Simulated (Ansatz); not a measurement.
BeO (wurtzite)

```yaml
crystal:
  lattice:
    - [2.71166, 0.00000, 0.00000]
    - [-1.35583, 2.34837, 0.00000]
    - [0.00000, 0.00000, 4.40429]
  atoms:
    - { symbol: Be, position: [0.66667, 0.33333, 0.00149] }
    - { symbol: Be, position: [0.33333, 0.66667, 0.50149] }
    - { symbol: O, position: [0.66667, 0.33333, 0.62371] }
    - { symbol: O, position: [0.33333, 0.66667, 0.12371] }
```

The volume is varied about the relaxed value V₀ at fixed cell shape. The atoms relax within the cell's symmetry.

Method: PBE (plane waves to 420 eV, PAW, scalar-relativistic; Ansatz, a quantum-chemistry and plane-wave program). k mesh 14×14×8 (Γ-centred), Fermi-Dirac smearing 0.05 eV. Stress and pressure are positive under compression. BeO was relaxed with its symmetry unable to fall. The PAW data are Ansatz's earlier set. 

```json
[
 {"V/V₀": "0.840", "P (GPa)": "50.4"},
 {"V/V₀": "0.872", "P (GPa)": "36.9"},
 {"V/V₀": "0.904", "P (GPa)": "(withheld)"},
 {"V/V₀": "0.936", "P (GPa)": "15.6"},
 {"V/V₀": "0.968", "P (GPa)": "7.2"},
 {"V/V₀": "1.000", "P (GPa)": "0.0"},
 {"V/V₀": "1.032", "P (GPa)": "(withheld)"},
 {"V/V₀": "1.064", "P (GPa)": "-11.6"},
 {"V/V₀": "1.096", "P (GPa)": "-16.2"},
 {"V/V₀": "1.128", "P (GPa)": "-20.1"},
 {"V/V₀": "1.160", "P (GPa)": "(withheld)"}
]
```

Problem. Fill in the missing entries.

Solution. 
- 0.904, P (GPa): 25.5
- 1.032, P (GPa): -6.2
- 1.160, P (GPa): -23.5

(A scan under strain: stresses follow from slopes of the energy per volume, elastic moduli from its curvatures.)
